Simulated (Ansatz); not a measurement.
## Equation of state of PbTe under LDA

The structure is cubic, space group Fm-3m (No. 225). Conventional cell: a = 6.462 Å, b = 6.462 Å, c = 6.462 Å, α = 90.00°, β = 90.00°, γ = 90.00°. Pb (site symmetry m-3m) is surrounded by 6 Te at 3.23 Å. Te (site symmetry m-3m) is surrounded by 6 Pb at 3.23 Å.

The cell was scaled at fixed shape and fractions and run with Ansatz, all-electron LAPW, scalar-relativistic; LDA, k mesh 7 × 7 × 7 on the cell of 2 atoms, methfessel-paxton occupations of 0.1 eV, collinear spin, random start, no spin-orbit coupling. Energies are those that the program minimises, any entropy of the smearing included. The moments vanished.

```tsv
V (Å³/atom)	energy over the lowest row (meV/atom)
31.7058	2.71
32.3804	0.00
33.0550	1.60
33.7296	7.07
34.4042	?
35.0788	27.92
35.7533	42.61
```

Question: Fit the third-order Birch-Murnaghan form, give V0, B0 and B′, and predict the energy left open.

Answer: With y = (V0/V)^(2/3), E = E0 + (9 V0 B0/16) [(y - 1)³ B′ + (y - 1)² (6 - 4y)]. Least squares through the rows shown give V0 = 32.4543 Å³/atom, E0 = -0.03 meV, B0 = 48.70 GPa (1 eV/Å³ = 160.218 GPa) and B′ = 4.53, with a largest miss of 0.01 meV. At V = 34.4042 the form with these constants gives 15.96 meV; the run gave 15.96 meV an atom.

The fitted minimum, 32.4543 Å³/atom, lies below the 33.7296 Å³/atom of the listed cell, whose lattice constant is close to the measured one. This is the usual LDA overbinding, and the bulk modulus of 48.70 GPa is correspondingly somewhat above the known stiffness of PbTe, since the bonds are probed at too short a length. The modest modulus itself fits long, polar bonds between Pb 6p and Te 5p states, with the filled Pb 6s shell adding antibonding character near the top of the valence band. The energy climbs faster on compression than on expansion because the overlap of closed shells raises the repulsion steeply while the attraction changes more gently, which is what the positive B′ expresses. The agreement at the omitted volume supports the fit as an interpolation within the sampled range. Because the atoms stay on their centrosymmetric sites, the curve cannot show whether expansion would drive the off-centre displacement associated with the soft transverse optical mode of PbTe.
